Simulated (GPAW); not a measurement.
The system is Zn.

```
Zn
1.0
     3.77113    0.00000    0.00000
     0.00000    3.77113    0.00000
     0.00000    0.00000    3.77113
Zn
3
Cartesian
  0.0000 1.8856 1.8856
  1.8856 0.0000 1.8856
  1.8856 1.8856 0.0000
```

The cell was built by a generator and needn't be a form met in nature.

Base run:

- Program: GPAW 26.7.0
- Functional: BLYP
- Potentials or basis: PAW data sets generated in the run's folder for this functional
- Cutoff: 600 eV
- Basis: pw
- k mesh: 7 × 7 × 7
- Occupations: fermi-dirac, width 0.05 eV
- Spin: no spin polarisation

Its results: pressure 3.8 GPa.

**Question.** After a change of settings the same cell gave: pressure -4.6 GPa. Which change was it?
A. functional from BLYP to RPBE; potentials or basis from PAW data sets generated in the run's folder for this functional to the program's PAW data sets (release 1.2.1) made for this functional
B. functional from BLYP to r2SCAN; potentials or basis from PAW data sets generated in the run's folder for this functional to GPAW PAW data sets (gpaw-data 1.2.1)
C. functional from BLYP to LDA; potentials or basis from PAW data sets generated in the run's folder for this functional to the program's PAW data sets (release 1.2.1) made for this functional
D. functional from BLYP to PBEsol

**Answer.** D.

PBEsol binds more tightly than BLYP, so the same cell stands under less pressure.

Runs at the PBE level aren't shown here.
